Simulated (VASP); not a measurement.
# WS2: relaxation of cell and atoms with LDA

WS2:

```
W S
1.0
     3.18422    0.00000    0.00000
    -1.59211    2.75762    0.00000
     0.00000    0.00000   12.97828
W S
2 4
Direct
  0.33333 0.66667 0.25000
  0.66667 0.33333 0.75000
  0.33333 0.66667 0.62980
  0.66667 0.33333 0.12980
  0.33333 0.66667 0.87020
  0.66667 0.33333 0.37020
```

The cell is a database's computed one.

```yaml
Program: VASP 6.6.1
Task: relaxation of cell and atoms
Functional: LDA
Potentials_or_basis: VASP PAW LDA potentials, release 64 (W_sv, S)
Cutoff: 600 eV
k_mesh: 12 × 12 × 2
Occupations: gaussian, width 0.02 eV
Spin: no spin polarisation
Further_INCAR_settings: ALGO = Normal; EDIFF = 1e-07; IBRION = 2; EDIFFG = -0.005; NSW = 90; ISIF = 3
```

| Item | Value |
| --- | --- |
| Relaxed volume | 17.22 Å³/atom |
| Relaxed cell | a = 3.130 Å, b = 3.130 Å, c = 12.178 Å, α = 90.00°, β = 90.00°, γ = 120.00° |
| Space group after relaxing (to 0.05 Å) | P6_3/mmc (No. 194) |
| Energy gained by relaxing | 19.9 meV/atom |
| Ionic steps | 17 |
| Pressure after relaxing | 0.0 GPa |
| Largest force after relaxing | 0.004 eV/Å |
| Band gap on the k mesh | 0.86 eV, indirect (least direct gap 1.88 eV) |

Forces in eV/Å, atoms in the order of the input:
```
W    0.000  0.000  0.000
W    0.000  0.000  0.000
S    0.000  0.000 -0.004
S    0.000  0.000 -0.004
S    0.000  0.000  0.004
S    0.000  0.000  0.004
```

The path:
```csv
step,energy change (eV),largest force (eV/Å),pressure (GPa),volume (Å³)
1,0.0000,0.2825,-5.34,113.96
2,0.2121,1.7315,12.84,103.83
3,-0.0645,0.3125,-0.22,110.53
4,-0.0645,0.3250,-0.10,110.46
5,-0.0780,0.0650,-0.15,109.52
6,-0.0781,0.0824,-0.14,109.59
7,-0.0813,0.0813,-0.16,109.26
8,-0.0905,0.0791,-0.15,108.28
9,-0.1066,0.0798,-0.05,106.33
10,-0.1174,0.0919,0.63,102.42
11,-0.1185,0.0978,0.44,103.39
12,-0.1119,0.2613,-1.87,103.71
13,-0.1193,0.0077,-0.14,103.47
14,-0.1194,0.0070,0.01,103.24
15,-0.1194,0.0023,-0.04,103.31
16,-0.1194,0.0156,0.09,103.25
17,-0.1194,0.0038,0.01,103.29
```

Final structure:
```xyz
6
Lattice="3.1295 0.0000 0.0000 -1.5648 2.7103 0.0000 0.0000 0.0000 12.1778" Properties=species:S:1:pos:R:3 pbc="T T T"
W     0.0000    1.8068    3.0445
W     1.5648    0.9034    9.1334
S     0.0000    1.8068    7.5702
S     1.5648    0.9034    1.4813
S     0.0000    1.8068   10.6966
S     1.5648    0.9034    4.6077
```

Levels at points of the mesh, in eV from the valence-band top:
```
           k point  band 24  band 25  band 26  band 27  band 28  band 29
(0.00, 0.00, 0.00)    -1.45    -1.39     0.00     2.32     2.32     2.33
(0.50, 0.00, 0.00)    -1.77    -1.73    -1.58     2.33     2.38     2.55
(0.00, 0.00, 0.50)    -2.26    -0.33    -0.33     2.31     2.31     2.31
(0.50, 0.00, 0.50)    -1.85    -1.66    -1.66     2.35     2.35     2.78
```

Wall time 14 min on 1 thread of Intel(R) Xeon(R) 6975P-C (Granite Rapids) (shared host), peak memory 0.34 GiB.

Caveat: spin-orbit coupling is left out, which moves the levels of the heavy elements. As with any semilocal functional, this LDA gap is likely too small.
